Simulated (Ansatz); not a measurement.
Cubic perovskite BaSnO₃, treated with LDA in Ansatz (PAW).

Settings: plane-wave cutoff 520 eV, 8×8×8 k mesh, Fermi–Dirac smearing 0.01 eV, scalar-relativistic PAW data made under PBE.

The cell has the measured lattice: a = b = c = 4.116 Å, α = β = γ = 90.00°.

Q: What does this level give for the band gap and smallest direct gap on the k points sampled?

A: 
- band gap = 0.83 eV
- smallest direct gap on the k points sampled = 1.32 eV

Measured, for comparison: band gap 2.95 eV (temperature not stated, no zero-point or thermal correction, indirect, from the absorption edge of a single crystal; as tabulated in Kim et al. (2012), arXiv:1207.0764).

Note: cell and atoms aren't relaxed at this level (pressure -3.8 GPa).

Spin–orbit coupling is not included.

Static lattice: no zero-point or thermal effects.

Cost on a shared machine: around 16 core-seconds (rough).

Ansatz is an electronic-structure program.
